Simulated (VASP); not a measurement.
WS2 (Tungstenite):

```
W S
1.0
     3.18000    0.00000    0.00000
    -1.59000    2.75396    0.00000
     0.00000    0.00000   12.50000
W S
2 4
Direct
  0.66667 0.33333 0.75000
  0.33333 0.66667 0.25000
  0.66667 0.33333 0.37500
  0.33333 0.66667 0.87500
  0.66667 0.33333 0.12500
  0.33333 0.66667 0.62500
```

```yaml
Program: VASP 6.6.1
Task: single point
Functional: PBEsol
Potentials_or_basis: VASP PAW PBE potentials, release 64 (W_sv, S)
Cutoff: 520 eV
k_mesh: 10 × 10 × 3
Occupations: fermi-dirac, width 0.05 eV
Spin: no spin polarisation
```

On this cell: pressure -2.6 GPa; largest force 0.133 eV/Å; band gap on the k mesh 1.09 eV, indirect (least direct gap 2.08 eV).

The same run follows on a disturbed copy (atoms moved at random, drawn with an rms of 0.05 Å):

```
W S
1.0
     3.18000    0.00000    0.00000
    -1.59000    2.75396    0.00000
     0.00000    0.00000   12.50000
W S
2 4
Direct
  0.67041 0.33213 0.74851
  0.35153 0.67611 0.24816
  0.65055 0.32885 0.37056
  0.33238 0.66576 0.86980
  0.68359 0.34050 0.12215
  0.35274 0.67578 0.62642
```

Problem. What changes?

Solution. The energy moves by +15.4 meV/atom; pressure 0.4 GPa; largest force 1.346 eV/Å; band gap on the k mesh 1.08 eV, indirect (least direct gap 1.90 eV).

Forces on the atoms (eV/Å):
```
W    0.188  0.329 -0.154
W   -0.950 -0.461 -0.836
S    0.909  0.377  0.558
S    0.167 -0.013  0.823
S    0.040  0.081  0.285
S   -0.354 -0.314 -0.676
```

Stress tensor (GPa, compression positive):
```
-1.93 -0.64  3.02
-0.64 -1.04  1.29
 3.02  1.29  4.04
```

Caveats: the PAW data sets were made with another functional, which shifts forces and pressure a little; spin-orbit coupling is left out, which moves the levels of the heavy elements; an odd mesh through Γ misses points on the zone boundary, where band edges often lie; this functional lacks dispersion, which binds the layers, so the pressure and a relaxed spacing across them are unreliable (some runs).
